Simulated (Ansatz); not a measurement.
**LiF: stable or not**

The cell was reached from a generator's guess, though it ends in a space group that the Crystallography Open Database lists for this formula.

Computed with DFT PBE, scalar-relativistic, plane waves, PAW (Ansatz 0.2.0). Plane waves to 420 eV, a 10×10×10 mesh through Γ for the 2-atom cell and 0.02 eV Gaussian smearing; no spin polarisation.

Space group Fm-3m (No. 225). a = 4.069 Å, b = 4.069 Å, c = 4.069 Å, α = 90.00°, β = 90.00°, γ = 90.00°
| atom | site | symmetry | x | y | z |
| --- | --- | --- | --- | --- | --- |
| Li | 4b | m-3m | 0.5000 | 0.0000 | 0.0000 |
| F | 4a | m-3m | 0.0000 | 0.0000 | 0.0000 |

Energies over the elements count from the elements' standard structures at the same level (F₂ as a molecule), with no fitted energy shifts.

Question: These tests were run: energy against the elements; phonons on a 4×4×4 q mesh; elastic tensor. What do they show?

Answer:

```csv
test,result
energy against the elements,−2.945 eV/atom
phonons on a 4×4×4 q mesh,no imaginary mode on the mesh
elastic tensor,least eigenvalue 60 GPa
```

It fails none of these tests. Other phases of the system weren't compared here, so this isn't yet thermodynamic stability.

The run for the phonons used a 12×12×12 k mesh. The run for the elastic tensor used a 12×12×12 k mesh.
